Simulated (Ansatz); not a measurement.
**TiO2: pressure against volume**

Reference cell: an entry of the Crystallography Open Database (COD), ions relaxed with PBE at fixed cell.

Space group P4_2/mnm (No. 136); a = 4.5940, c = 2.9590 Å.

```
site  Wyckoff  site symmetry       x       y       z
  Ti       2a           m.mm  0.0000  0.0000  0.0000
   O       4f           m.2m  0.3043  0.3043  0.0000
```

One atom of each set is listed.

All values are calculated (Ansatz; DFT, PBE, plane waves and PAW, scalar-relativistic, 420 eV cutoff, Γ-centred 7×7×10 k-points, Fermi–Dirac smearing 0.02 eV), not measured.

The cell is scaled uniformly, and the ions relax again at each size.

| V/V₀ | pressure (GPa) | gap on the k-mesh (eV) |
| --- | --- | --- |
| 0.94 | 21.7 | 1.95 |
| 0.96 | 15.5 | 1.92 |
| 0.98 | 9.9 | 1.89 |
| 1.00 | 4.8 | 1.87 |
| 1.02 | 0.3 | 1.85 |
| 1.04 | -3.7 | 1.83 |
| 1.06 | ? | ? |

Question: Estimate the row at V/V₀ = 1.06, the equilibrium volume and the bulk modulus.

Answer: pressure (GPa): -7.3; gap on the k-mesh (eV): 1.81. Worked: a parabola in ln(V/V₀) through the other 6 rows gives -7.2 GPa there. It crosses zero pressure at V/V₀ = 1.021, the equilibrium volume of this functional, where the bulk modulus is B = −dP/d ln V = 215 GPa. The shape of the cell is held, so in this non-cubic crystal both values are those of uniform scaling, and B is an upper bound to the hydrostatic one. The gap falls as the cell grows, by 0.011 eV per per cent of volume.

PBE gaps are too small, by a third to a half in many semiconductors; their changes with volume are better.
